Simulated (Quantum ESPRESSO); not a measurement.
W2C:

```
W C
1.0
     3.07005    0.00000    0.00000
    -1.53502    2.65874    0.00000
     0.00000    0.00000    4.67843
W C
2 1
Direct
  0.66667 0.33333 0.25367
  0.33333 0.66667 0.74633
  0.00000 0.00000 0.00000
```

The cell comes from a database or a generator and needn't be the stable form of this composition.

```yaml
Program: Quantum ESPRESSO 7.5
Task: single point
Functional: PBE
Potentials_or_basis: SSSP 1.3 efficiency PBE
Cutoff: 748 eV
Density_cutoff: 5987 eV
k_mesh: 10 × 10 × 6
Occupations: fermi-dirac, width 0.05 eV
Spin: no spin polarisation
```

On this cell: pressure -1.3 GPa; largest force 0.070 eV/Å; band gap on the k mesh none (metal or under the smearing width).

The same run follows on a disturbed copy (atoms moved at random, drawn with an rms of 0.05 Å):

```xyz
3
Lattice="3.0700 0.0000 0.0000 -1.5350 2.6587 0.0000 0.0000 0.0000 4.6784" Properties=species:S:1:pos:R:3 pbc="T T T"
W     1.5441    0.9189    1.1592
W    -0.0325    1.7448    3.4786
C    -0.0060    0.0098   -0.0064
```

Task: What changes?

Result: The energy (extrapolated to zero smearing) moves by +4.9 meV/atom; pressure -0.4 GPa; largest force 0.502 eV/Å; band gap on the k mesh none (metal or under the smearing width).

Forces in eV/Å, atoms in the order of the input:
```
W   -0.120 -0.236  0.427
W    0.192  0.348 -0.205
C   -0.071 -0.112 -0.222
```

Stress tensor (GPa, compression positive):
```
-1.71 -0.55 -1.24
-0.55  0.18 -2.07
-1.24 -2.07  0.27
```
